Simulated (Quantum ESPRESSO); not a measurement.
## Al2Pt: equation of state with PBE

The system is Al2Pt.

```
Pt Al
1.0
     0.00000    2.95500    2.95500
     2.95500    0.00000    2.95500
     2.95500    2.95500    0.00000
Pt Al
1 2
Direct
  0.00000 0.00000 0.00000
  0.75000 0.75000 0.75000
  0.25000 0.25000 0.25000
```

```
Program             : Quantum ESPRESSO 7.5
Task                : equation of state
Functional          : PBE
Potentials or basis : SSSP 1.3 efficiency PBE
Cutoff              : 748 eV
Density cutoff      : 5987 eV
k mesh              : 8 × 8 × 8
Occupations         : fermi-dirac, width 0.05 eV
Spin                : no spin polarisation
```

- Equilibrium volume: 17.51 Å³/atom
- Bulk modulus: 130 GPa
- Pressure derivative of the bulk modulus: 4.5

Energy against volume, from the lowest point:
```
volume (Å³/atom)  energy (meV/atom)
          16.170              48.16
          16.514              25.64
          16.858              10.60
          17.202               2.28
          17.546               0.00
          17.890               3.13
          18.234              11.13
```

All runs of the series together: 2.8 min on 2 threads of Arm Neoverse V1 (shared host).

Spin-orbit coupling is left out, which matters for the levels of Pt. PBE usually gives volumes a little too large and moduli too small.
